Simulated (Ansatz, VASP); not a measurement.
## Zr2H2NO2 (Zr2N(OH)2 MXene monolayer) in two plane-wave programs

Wanted: the spread between two codes on one cell, functional and k mesh. The cell is taken from a series of runs on this material, whose earlier steps may have relaxed, scaled, displaced or heated it; both programs get it as it stands.

Main program and level: Ansatz 0.2.0; plane waves, with VASP 6.6.1 beside it; single point at PBE with D3(BJ).

### 1. Set-up

The cell holds 7 atoms: 2 H, 2 O, 2 Zr and 1 N. Cell: a = 3.245 Å, b = 3.245 Å, c = 25.081 Å, α = 90.0°, β = 90.0°, γ = 120.0°. Vacuum lies along c.

Structure file:

```cif
data_structure
_symmetry_space_group_name_H-M 'P 1'
_symmetry_Int_Tables_number 1
_cell_length_a 3.2453
_cell_length_b 3.2453
_cell_length_c 25.0810
_cell_angle_alpha 90.000
_cell_angle_beta 90.000
_cell_angle_gamma 120.000
_cell_volume 228.76
loop_
_atom_site_label
_atom_site_type_symbol
_atom_site_fract_x
_atom_site_fract_y
_atom_site_fract_z
_atom_site_occupancy
H1 H 0.33333 0.66667 0.35884 1
H2 H 0.66667 0.33333 0.64116 1
O3 O 0.33333 0.66667 0.39776 1
O4 O 0.66667 0.33333 0.60224 1
Zr5 Zr 0.66667 0.33333 0.45152 1
Zr6 Zr 0.33333 0.66667 0.54848 1
N7 N 0.00000 0.00000 0.50000 1
```

### 2. Ansatz: single point, PBE with D3(BJ)

Ansatz runs on its default PAW (the set named soft_2) files.

With cell and atoms fixed, the geometry can't cause a difference; cores, projectors, grids and the points listed under the comparison can.

input.yaml reads:

```yaml
crystal:
  lattice:
    - [3.245262275, 0.0, 0.0]
    - [-1.6226311375, 2.8104795721, 0.0]
    - [0.0, 0.0, 25.0810242029]
  atoms:
    - { symbol: H, position: [0.3333333333, 0.6666666667, 0.3588370207] }
    - { symbol: O, position: [0.3333333333, 0.6666666667, 0.3977642962] }
    - { symbol: Zr, position: [0.6666666667, 0.3333333333, 0.4515196395] }
    - { symbol: "N", position: [0.0, 0.0, 0.5] }
    - { symbol: Zr, position: [0.3333333333, 0.6666666667, 0.5484803605] }
    - { symbol: O, position: [0.6666666667, 0.3333333333, 0.6022357038] }
    - { symbol: H, position: [0.6666666667, 0.3333333333, 0.6411629793] }
kpoints:
  mp_grid: { grid: [18, 18, 1] }
  band_path:
    path: [[0, 0, 0], [0.5, 0, 0], [0.33333333, 0.33333333, 0], [0, 0, 0]]
    npoints: 16
hamiltonian:
  xc: pbe
  dispersion: d3bj
scf:
  occupations: { method: fermi_dirac, width: 0.02585 }
  convergence: { dr2_threshold: 1.0e-10 }
efield:
  axis: 3
  dipole_correction: true
  ramp_position: 0.97
  ramp_width: 0.06
  amplitude: 0
output:
  dos: { projected: true, e_range: [-6, 5] }
  write_potential: true
  write_density: true
  volumetric_format: npy
  elf: true
```

Launch:

```
$ ansatz run input.yaml --threads 2 --pin off --max-ram 3072MiB --backend cpu --events-out ev --progress --plain --runs-dir out
```

Numbers of over 12 decimals in the logs are rounded to 6 here.

Output:

```text
Engine: ansatz 0.2.0, x86_64-unknown-linux-gnu
Pseudopotentials: kind: paw
Pseudopotential: H, paw, valence charge 1, recommended cutoff 420 eV (normal), H.paw.azcp
Pseudopotential: O, paw, valence charge 6, recommended cutoff 420 eV (normal), O.paw.azcp
Pseudopotential: Zr, paw, valence charge 12, recommended cutoff 420 eV (normal), Zr.paw.azcp
Pseudopotential: N, paw, valence charge 5, recommended cutoff 420 eV (normal), N.paw.azcp
Functional definition: PBE
  parameter kappa = 0.804
  parameter beta = 0.066725
  exchange = pbe_x(kappa = kappa, mu = beta*pi^2/3)
  correlation = pbe_c(beta = beta)
Crystal: 7 atoms, lattice volume = 228.758 Å³
Basis set: ecut = 420 eV, 4535 PW (Γ)
Bands: 29, of which v1, the nominal top of the filled ones, is band 22 counted from 1 (21 counted from 0)
Symmetry: 6 space group operations
k-points: 37 of 324 (time reversal used)
Non-local potential: H, projectors of the file, l = 0: 2, l = 1: 1
Non-local potential: O, projectors of the file, l = 0: 2, l = 1: 2, l = 2: 1
Non-local potential: Zr, projectors of the file, l = 0: 3, l = 1: 2, l = 2: 2, l = 3: 2
Non-local potential: N, projectors of the file, l = 0: 2, l = 1: 2, l = 2: 1
PAW form: soft (Blöchl's): semilocal exchange-correlation on the pseudo side does not see the compensation charge
PAW one-centre angular grid: H, 110 points (default); XC on 64 Gauss nodes
PAW one-centre angular grid: O, 110 points (default); XC on 64 Gauss nodes
PAW one-centre angular grid: Zr, 590 points (default); XC on 64 Gauss nodes
PAW one-centre angular grid: N, 110 points (default); XC on 64 Gauss nodes
Initial density: superposition of atomic densities (neutral atoms: chi_scale 0, normalization atom), corrected by the library's trained network
Initial wavefunctions: pseudopotential atomic-orbital guess
Functional: x = pbe(κ = 0.804, μ = 0.219515), c = pbe(β = 0.066725)
SCF iter   1: F=—  HF=-9925.825233 eV  |F-HF|=—  |Δ(HF+E_count)|=         —  Δρ=5.32e-3  dr2=1.13e0  ethr=1.77e-3  p=0.000 e·Å  D=1.51e-13 V/Å  ΔV_dip=-0.00 eV  dr2_dipole=7.34e-10  V_vac-E_F(+/−)=1.33/1.33 eV  ⟨swp⟩=6.9  Hψ=5109  notcnv=0  defer=1
efield: sawtooth ramp at fractional position 0.9700 (set: `efield.ramp_position`, or a place that a band, a saddle search or an elastic batch's reference lends), width 0.0600; the density the first Hamiltonian is built on has a dipole p = 0.000 e·Å; the dipole correction subtracts the counter field D = 1.51e-13 V/Å, which shifts the + side's vacuum level by -0.00 eV against the − side's; the planar-averaged density in the ramp window peaks in size at 2.3e-5 e/Å³
preconditioner: auto → LDOS  [metal: Δε(μ)=0.015 eV  Ē_g=9.106 eV  σ=0.026 eV  W_gap=0.14  n_scr=16 (ndim 8)  ℏωp=11.8 eV  f_vac=0.651  D(μ)=3.43/eV (n_scr^D=12)  β→1.0]
SCF iter   2: F=—  HF=-9925.755872 eV  |F-HF|=—  |Δ(HF+E_count)|=   6.94e-2  Δρ=1.46e-3  dr2=7.13e-2  ethr=1.77e-3  p=-0.000 e·Å  D=-2.33e-5 V/Å  ΔV_dip=0.00 eV  dr2_dipole=3.78e-7  V_vac-E_F(+/−)=1.82/1.82 eV  ⟨swp⟩=2.2  Hψ=1525  notcnv=0  defer=48
SCF iter   3: F=—  HF=-9925.752925 eV  |F-HF|=—  |Δ(HF+E_count)|=   2.95e-3  Δρ=8.11e-4  dr2=1.13e-2  ethr=1.66e-4  p=-0.000 e·Å  D=-2.07e-5 V/Å  ΔV_dip=0.00 eV  dr2_dipole=1.05e-8  V_vac-E_F(+/−)=2.09/2.09 eV  ⟨swp⟩=2.6  Hψ=1298  notcnv=0  defer=62
SCF iter   4: F=—  HF=-9925.752700 eV  |F-HF|=—  |Δ(HF+E_count)|=   2.25e-4  Δρ=5.33e-4  dr2=1.29e-3  ethr=2.63e-5  p=-0.000 e·Å  D=-1.62e-5 V/Å  ΔV_dip=0.00 eV  dr2_dipole=9.87e-9  V_vac-E_F(+/−)=2.22/2.22 eV  ⟨swp⟩=3.0  Hψ=1746  notcnv=0  defer=63
SCF iter   5: F=—  HF=-9925.752751 eV  |F-HF|=—  |Δ(HF+E_count)|=   5.13e-5  Δρ=3.67e-4  dr2=3.77e-4  ethr=3.01e-6  p=-0.000 e·Å  D=-1.13e-5 V/Å  ΔV_dip=0.00 eV  dr2_dipole=1.71e-9  V_vac-E_F(+/−)=2.30/2.30 eV  ⟨swp⟩=2.2  Hψ=1643  notcnv=0  defer=64
SCF iter   6: F=—  HF=-9925.752757 eV  |F-HF|=—  |Δ(HF+E_count)|=   5.91e-6  Δρ=1.20e-4  dr2=5.07e-5  ethr=8.78e-7  p=-0.000 e·Å  D=-6.79e-6 V/Å  ΔV_dip=0.00 eV  dr2_dipole=5.75e-10  V_vac-E_F(+/−)=2.34/2.34 eV  ⟨swp⟩=2.2  Hψ=1561  notcnv=0  defer=63
SCF iter   7: F=—  HF=-9925.752772 eV  |F-HF|=—  |Δ(HF+E_count)|=   1.48e-5  Δρ=2.68e-5  dr2=4.11e-6  ethr=1.18e-7  p=-0.000 e·Å  D=-3.91e-6 V/Å  ΔV_dip=0.00 eV  dr2_dipole=2.72e-10  V_vac-E_F(+/−)=2.35/2.35 eV  ⟨swp⟩=2.2  Hψ=1513  notcnv=0  defer=63
SCF iter   8: F=—  HF=-9925.752673 eV  |F-HF|=—  |Δ(HF+E_count)|=   9.95e-5  Δρ=1.33e-5  dr2=6.02e-6  ethr=9.55e-9  p=-0.000 e·Å  D=-1.81e-6 V/Å  ΔV_dip=0.00 eV  dr2_dipole=1.03e-11  V_vac-E_F(+/−)=2.36/2.36 eV  ⟨swp⟩=2.4  Hψ=1538  notcnv=0  defer=63
SCF iter   9: F=—  HF=-9925.752673 eV  |F-HF|=—  |Δ(HF+E_count)|=   2.67e-7  Δρ=2.91e-6  dr2=3.54e-8  ethr=9.55e-9  p=-0.000 e·Å  D=-8.97e-7 V/Å  ΔV_dip=0.00 eV  dr2_dipole=5.72e-12  V_vac-E_F(+/−)=2.36/2.36 eV  ⟨swp⟩=2.1  Hψ=1088  notcnv=0  defer=63
SCF iter  10: F=—  HF=-9925.752673 eV  |F-HF|=—  |Δ(HF+E_count)|=   8.67e-8  Δρ=2.37e-6  dr2=2.29e-8  ethr=8.23e-11  p=-0.000 e·Å  D=-4.40e-7 V/Å  ΔV_dip=0.00 eV  dr2_dipole=7.59e-14  V_vac-E_F(+/−)=2.36/2.36 eV  ⟨swp⟩=2.6  Hψ=1639  notcnv=0  defer=63
SCF iter  11: F=—  HF=-9925.752673 eV  |F-HF|=—  |Δ(HF+E_count)|=  4.84e-10  Δρ=4.55e-7  dr2=8.60e-10  ethr=5.32e-11  p=-0.000 e·Å  D=-3.27e-7 V/Å  ΔV_dip=0.00 eV  dr2_dipole=2.92e-13  V_vac-E_F(+/−)=2.36/2.36 eV  ⟨swp⟩=2.1  Hψ=1319  notcnv=0  defer=63
SCF iter  12: F=-9925.752673 eV  HF=-9925.752673 eV  |F-HF|=3.64e-11  |Δ(HF+E_count)|=  5.20e-10  Δρ=1.26e-7  dr2=4.64e-11  ethr=1.00e-12  p=-0.000 e·Å  D=-2.11e-7 V/Å  ΔV_dip=0.00 eV  dr2_dipole=6.41e-14  V_vac-E_F(+/−)=2.36/2.36 eV  ⟨swp⟩=9.1  Hψ=3991  notcnv=0
SCF 1 converged in 12 iterations: F = -9925.752673 eV  dr2 = 4.64e-11
  greatest PAW one-centre occupation: 0.996 electrons in one spin orbital (limit 2), on the Zr atom at site 4 (counted from 0), in its partial waves of l = 0
NSCF: frozen V_eff on 49 k-points
efield: sawtooth ramp at fractional position 0.9700 (kept from the solve that this one continues, or follows in the run), width 0.0600; the density the first Hamiltonian is built on has a dipole p = -0.000 e·Å; the dipole correction subtracts the counter field D = -2.11e-7 V/Å, which shifts the + side's vacuum level by +0.00 eV against the − side's; the planar-averaged density in the ramp window peaks in size at 4.2e-6 e/Å³
WARN: The output density's exchange-correlation potential varies sharply where the density is thin. Do not read a vacuum level from v_tot or v_xc, or from such a field of the output density. On a cell that repeats whose density bears no net charge and no dipole along the vacuum's axis use v_es (v_loc + v_h of the components); under efield.dipole_correction with no amplitude use v_es + v_field, which holds any externa [...]
SCF converged after 12 iterations
Free energy (F): -9925.752673 eV
Harris-Foulkes:  -9925.752673 eV  (|F-HF|=3.64e-11)
Internal energy: -9925.747797 eV  (E = F + TS)
E sigma→0 (E₀):  -9925.750235 eV
Entropy (-TS):   -0.004876 eV (-0.697 meV/atom)
Fermi energy:    2.640306 eV
Dipole field:    D = 0.000000 V/Å  (p = 0.000000 e·Å, saw-weighted, corrected)
Work function:   Φ+ = 2.3566 eV   Φ− = 2.3567 eV
Levels:          The Fermi level and band energies are counted from a zero that moves with the ramp; work functions are not
--- Per-component energies (eV) ---
  E_band       = -667.298075
  E_kinetic    = 1184.236422
  E_local      = -44563.932908  (includes V_loc(G=0)·N_el)
  E_nonlocal   = 302.521965
  E_hartree    = 21668.078833
  E_xc         = -552.056935
  E_vxc        = -674.015885  (∫ρ·V_xc dr)
  E_paw        = -6352.581241  (= ΣΔE_a)
  E_vpaw       = -252.268792  (= ΣTr[D̂ρ^β])
  E_aug_tail   = 0.002710  (compensation charges beyond the density's cutoff)
  E_efield     = 0.000000  (sawtooth field / dipole correction)
  E_vefield    = 0.000000  (∫n·V_field dr)
  E_ewald      = 18389.225271
  E_disp       = -1.241914  (pairwise vdW)
  E_smearing   = -0.004876  (= −TS)
  E_closure    = 0.000000  (closes the sum)
  Σ components = -9925.752673   (vs F -9925.752673, Δ=0.00e0)
--- Band table (eV; the first three rows and the last of 37) ---
  k-point 0: bands = [... 18 lower, -1.8853, -1.8853, 2.1714, 2.3835, 2.3835, 2.5020, 2.5405, 3.7530, ... 3 higher]
  k-point 1: bands = [... 18 lower, -2.0136, -1.9189, 2.1911, 2.2441, 2.4539, 2.5347, 2.6052, 3.9170, ... 3 higher]
  k-point 2: bands = [... 18 lower, -2.3518, -2.0053, 1.8264, 2.3691, 2.6288, 2.6580, 2.8056, 4.2235, ... 3 higher]
  k-point 36: bands = [... 18 lower, -2.8637, -2.7208, 2.8230, 2.8230, 2.9779, 5.0888, 5.2901, 5.2901, ... 3 higher]
```

In the SCF lines HF is the Harris–Foulkes energy and dr2 the Hartree energy of the density residual, in eV; the loop may stop once dr2 is under the threshold and the program's other checks hold. Hψ counts applications of the Hamiltonian.

### 3. VASP: single point, PBE with D3(BJ)

The same cell, functional, mesh and smearing now go to VASP, with its own data sets.

Lines of VASP's logs that name or quote its potential files are left out, and so is its time.

INCAR reads:

```
SYSTEM = Zr2H2NO2
PREC = Accurate
ENCUT = 520
EDIFF = 1E-06
NELM = 120
ISMEAR = -1
SIGMA = 0.02585
LREAL = .FALSE.
ALGO = Normal
GGA = PE
IVDW = 12
NBANDS = 28
LASPH = .TRUE.
LORBIT = 11
LWAVE = .FALSE.
LCHARG = .FALSE.
ISIF = 2
LDIPOL = .TRUE.
IDIPOL = 3
DIPOL = 0.5 0.5 0.5
LVHAR = .TRUE.
GGA_COMPAT = .FALSE.
NELMDL = -8
KPAR = 2
```

POSCAR reads:

```
Zr2H2NO2
1.0
    3.2452622750      0.0000000000      0.0000000000
   -1.6226311375      2.8104795721      0.0000000000
    0.0000000000      0.0000000000     25.0810242029
H O Zr N
2 2 2 1
Direct
    0.3333333333      0.6666666667      0.3588370207
    0.6666666667      0.3333333333      0.6411629793
    0.3333333333      0.6666666667      0.3977642962
    0.6666666667      0.3333333333      0.6022357038
    0.6666666667      0.3333333333      0.4515196395
    0.3333333333      0.6666666667      0.5484803605
    0.0000000000      0.0000000000      0.5000000000
```

KPOINTS reads:

```
Automatic mesh
0
Gamma
18 18 1
0 0 0
```

The projector-augmented-wave data sets are H, O, Zr_sv and N (PBE family, release 64).

Launch:

```
$ mpirun -np 2 vasp_std
```

Output:

```text
[banner, memory and clock lines left out]
running    2 mpi-ranks, on    1 nodes
 distrk:  each k-point on    1 cores,    2 groups
 distr:  one band on    1 cores,    1 groups

 POSCAR found type information on POSCAR H O ZrN
 POSCAR found :  4 types and       7 ions
 LDA part: xc-table for (Slater+PW92), standard interpolation
 POSCAR, INCAR and KPOINTS ok, starting setup
 FFT: planning ... GRIDC
 FFT: planning ... GRID_SOFT
 FFT: planning ... GRID
 WAVECAR not read
 entering main loop
       N       E                     dE             d eps       ncg     rms          rms(c)
DAV:   1     0.444090116843E+03    0.44409E+03   -0.21219E+04  2344   0.129E+03
DAV:   2    -0.121090806114E+02   -0.45620E+03   -0.44751E+03  2628   0.368E+02
DAV:   3    -0.592978074163E+02   -0.47189E+02   -0.46777E+02  3012   0.113E+02
DAV:   4    -0.621119038146E+02   -0.28141E+01   -0.28036E+01  3400   0.256E+01
DAV:   5    -0.622526922441E+02   -0.14079E+00   -0.14074E+00  3056   0.385E+00
DAV:   6    -0.622551002283E+02   -0.24080E-02   -0.24077E-02  3192   0.628E-01
DAV:   7    -0.622552024567E+02   -0.10223E-03   -0.10222E-03  2988   0.896E-02
DAV:   8    -0.622552042142E+02   -0.17574E-05   -0.17574E-05  3152   0.146E-02    0.310E+01
DAV:   9    -0.538711235420E+02    0.83841E+01   -0.44824E+01  2620   0.369E+01    0.130E+01
DAV:  10    -0.535189546818E+02    0.35217E+00   -0.31208E+00  3284   0.920E+00    0.684E+00
DAV:  11    -0.534164439321E+02    0.10251E+00   -0.11878E+00  2824   0.424E+00    0.126E+00
DAV:  12    -0.533341028908E+02    0.82341E-01   -0.59682E-01  2748   0.300E+00    0.508E-01
DAV:  13    -0.533319716884E+02    0.21312E-02   -0.25404E-02  2880   0.809E-01    0.438E-01
DAV:  14    -0.533265812741E+02    0.53904E-02   -0.14084E-02  2848   0.565E-01    0.989E-02
[...]
DAV:  18    -0.533265921773E+02   -0.61102E-04   -0.14258E-04  2588   0.413E-02    0.138E-02
DAV:  19    -0.533266027064E+02   -0.10529E-04   -0.44720E-05  2404   0.203E-02    0.968E-03
DAV:  20    -0.533266166431E+02   -0.13937E-04   -0.69288E-05  2296   0.177E-02    0.376E-03
DAV:  21    -0.533266233163E+02   -0.66732E-05   -0.13613E-05  2432   0.116E-02    0.340E-03
DAV:  22    -0.533266252998E+02   -0.19835E-05   -0.12960E-06  1860   0.473E-03    0.170E-03
DAV:  23    -0.533266291736E+02   -0.38738E-05   -0.13061E-06  1876   0.291E-03    0.141E-03
DAV:  24    -0.533266302574E+02   -0.10838E-05   -0.54929E-07  1820   0.340E-03    0.551E-04
DAV:  25    -0.533266308728E+02   -0.61539E-06   -0.17533E-07  1576   0.146E-03
   1 F= -.54567635E+02 E0= -.54565209E+02  d E =-.485190E-02
```

Parts of OUTCAR (step 3):

```text
ion  position               nearest neighbor table
   1  0.333  0.667  0.359-   3 0.98
   2  0.667  0.333  0.641-   4 0.98
   3  0.333  0.667  0.398-   1 0.98   5 2.31   5 2.31   5 2.31
   4  0.667  0.333  0.602-   2 0.98   6 2.31   6 2.31   6 2.31
   5  0.667  0.333  0.452-   7 2.23   7 2.23   7 2.23   3 2.31   3 2.31   3 2.31   6 3.07   6 3.07
                             6 3.07
   6  0.333  0.667  0.548-   7 2.23   7 2.23   7 2.23   4 2.31   4 2.31   4 2.31   5 3.07   5 3.07
                             5 3.07
   7  0.000  0.000  0.500-   5 2.23   6 2.23   5 2.23   6 2.23   5 2.23   6 2.23

  LATTYP: Found a hexagonal cell.
 ALAT       =     3.2452622750
 C/A-ratio  =     7.7285045329

 Subroutine GETGRP returns: Found 12 space group operations
 (whereof 12 operations were pure point group operations)

The static configuration has the point symmetry D_3d.

 Found     37 irreducible k-points:

   k-points           NKPTS =     37   k-points in BZ     NKDIM =     37   number of bands    NBANDS=     28

   dimension x,y,z NGX =    24 NGY =   24 NGZ =  192
   dimension x,y,z NGXF=    48 NGYF=   48 NGZF=  384

   ENCUT  =  520.0 eV  38.22 Ry    6.18 a.u.   6.03  6.03 46.63*2*pi/ulx,y,z

   NELECT =      43.0000    total number of electrons

 k-points in reciprocal lattice and weights: Automatic mesh
   0.00000000  0.00000000  0.00000000       0.003
   0.05555556 -0.00000000  0.00000000       0.019
   0.11111111 -0.00000000  0.00000000       0.019
   0.16666667  0.00000000  0.00000000       0.019
   0.22222222 -0.00000000  0.00000000       0.019
   0.27777778  0.00000000  0.00000000       0.019
   0.33333333 -0.00000000  0.00000000       0.019
   0.38888889 -0.00000000  0.00000000       0.019
   0.44444444 -0.00000000  0.00000000       0.019
[...]
0.33333333  0.27777778  0.00000000       0.037
   0.33333333  0.33333333  0.00000000       0.006

 dipolmoment           0.000000      0.000000      0.000000 electrons x Angstroem

 average (electrostatic) potential at core
       1 -41.0598       2 -41.0598       3 -76.9657       4 -76.9657       5 -83.2532
       6 -83.2532       7 -68.8786

 E-fermi :   1.2984

 k-point     1 :       0.0000    0.0000    0.0000
  band No.  band energies     occupation
    ...
     21       0.8300      2.00000
     22       1.0430      1.99990
     23       1.0430      1.99990
     24       1.1569      1.99165
     25       1.1971      1.96118
     26       2.4114      0.00000
     27       3.1170      0.00000
     28       3.4335      0.00000

 k-point     2 :       0.0556   -0.0000    0.0000
  band No.  band energies     occupation
    ...
     21       0.8505      2.00000
     22       0.9028      2.00000
     23       1.1134      1.99844
     24       1.1897      1.97067
     25       1.2618      1.61013
     26       2.5759      0.00000
     27       3.1896      0.00000
     28       3.3602      0.00000

 k-point     3 :       0.1111   -0.0000    0.0000
  band No.  band energies     occupation
    ...
     20      -3.3432      2.00000
     21       0.4856      2.00000
     22       1.0282      1.99994
     23       1.2841      1.27136
     24       1.3178      0.64209
     25       1.4622      0.00354
     26       2.8836      0.00000
     27       3.1517      0.00000
     28       3.5046      0.00000

 Edisp (eV)   -1.24100

  Total       0.05132     0.05132     0.15574     0.00000     0.00000     0.00000
  in kB       0.35942     0.35942     1.09076     0.00000     0.00000     0.00000
  external pressure =        0.60 kB  Pullay stress =        0.00 kB

  energy-cutoff  :      520.00
  volume of cell :      228.76
      direct lattice vectors                 reciprocal lattice vectors
     3.245262275  0.000000000  0.000000000     0.308141505  0.177905581  0.000000000
    -1.622631137  2.810479572  0.000000000     0.000000000  0.355811161  0.000000000
     0.000000000  0.000000000 25.081024203     0.000000000  0.000000000  0.039870780

 POSITION                                       TOTAL-FORCE (eV/Angst)
 -----------------------------------------------------------------------------------
     -0.00000      1.87365      9.00000         0.000000      0.000000     -0.085888
      1.62263      0.93683     16.08102         0.000000     -0.000000      0.085888
     -0.00000      1.87365      9.97634         0.000000      0.000000      0.049434
      1.62263      0.93683     15.10469        -0.000000      0.000000     -0.049434
      1.62263      0.93683     11.32458        -0.000000     -0.000000      0.036014
     -0.00000      1.87365     13.75645         0.000000     -0.000000     -0.036014
      0.00000      0.00000     12.54051         0.000000     -0.000000      0.000000
 -----------------------------------------------------------------------------------
    total drift:                                0.000000     -0.000000     -0.000000

  FREE ENERGIE OF THE ION-ELECTRON SYSTEM (eV)
  ---------------------------------------------------
  free  energy   TOTEN  =       -54.5676351022 eV

  energy  without entropy=      -54.5627832001  energy(sigma->0) =      -54.56520915

 vacuum level on the upper side and lower side of the slab         3.667         3.667

 total charge
# of ion       s       p       d       tot
------------------------------------------
    1        0.610   0.120   0.000   0.730
    2        0.610   0.120   0.000   0.730
    3        1.550   3.580   0.000   5.130
    4        1.550   3.580   0.000   5.130
    5        2.148   6.012   1.734   9.894
    6        2.148   6.012   1.734   9.894
    7        1.246   2.492   0.000   3.738
--------------------------------------------------
tot          9.862  21.917   3.468  35.246

[... 3 further parts left out ...]
```

This run has no spin polarisation. Its electron count is odd, so without a moment it is a metal by construction.

### 4. Differences

Known differences besides the potentials themselves: the cutoff is 420 eV in Ansatz and 520 eV in VASP. Total energies have different zeros and are not compared.

Both answers:

| quantity | Ansatz | VASP | difference |
| --- | --- | --- | --- |
| work function, lower of the two faces (eV) | 2.36 | 2.37 | -0.01 |
| work function, higher of the two faces (eV) | 2.36 | 2.37 | -0.01 |

With vacuum in the cell, a pressure given here is an average over mostly empty space and none of the material.

### 5. Outcome

- difference in work function, lower of the two faces (single point, PBE with D3(BJ)): -0.012 eV

**Reading.** The difference in work function, lower of the two faces is -0.012 eV (single point, PBE with D3(BJ)). Such differences can come from data sets, numerical settings and the points named under the comparisons, not from the functional's error against experiment.

[Lines on the potential files, build, host, timing and source positions are cut from VASP's logs without a mark.]

[Logs are printed without paths, hosts, clocks, repeated set-up lines and the standing remarks that a program may print on its own settings, such as how far it seeks lower states.]

[Hosts, paths, dates, database ids (printed as entryN), source tags and the programs' standing remarks are cut or masked in the printed files.]
